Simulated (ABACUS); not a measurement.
**FeSi2 (Linzhiite): equation of state with PBEsol**

Crystal: FeSi2 (Linzhiite).

```
Fe Si
1.0
     2.68400    0.00000    0.00000
     0.00000    2.68400    0.00000
     0.00000    0.00000    5.12800
Fe Si
1 2
Direct
  0.00000 0.00000 0.00000
  0.50000 0.50000 0.73000
  0.50000 0.50000 0.27000
```

```yaml
Program: ABACUS 3.10.1
Task: equation of state
Functional: PBEsol
Potentials_or_basis: PseudoDojo NC SR 0.4.1 PBEsol standard
Cutoff: 1225 eV
Density_cutoff: 4898 eV
Basis: plane waves
k_mesh: 10 × 10 × 5
Occupations: fermi-dirac, width 0.05 eV
Spin: collinear spin, ferromagnetic start
Starting_moments: "[3.0, 0.0, 0.0] μB"
```

```
Equilibrium volume                        : 12.21 Å³/atom
Bulk modulus at fixed shape and positions : 203 GPa
Pressure derivative of the bulk modulus   : 4.7
```

Energy against volume, from the lowest point:
| volume (Å³/atom) | energy (meV/atom) |
| --- | --- |
| 11.575 | 22.70 |
| 11.821 | 7.86 |
| 12.068 | 0.55 |
| 12.314 | 0.00 |
| 12.560 | 5.49 |
| 12.806 | 16.36 |
| 13.053 | 31.98 |

All runs of the series together: 2.3 min on 4 threads of Intel(R) Xeon(R) 6975P-C (Granite Rapids) (shared host).

Caveat: the cell was scaled at fixed shape and fractional positions, which overstates the stiffness of a crystal with free parameters, most of all of layers and chains.
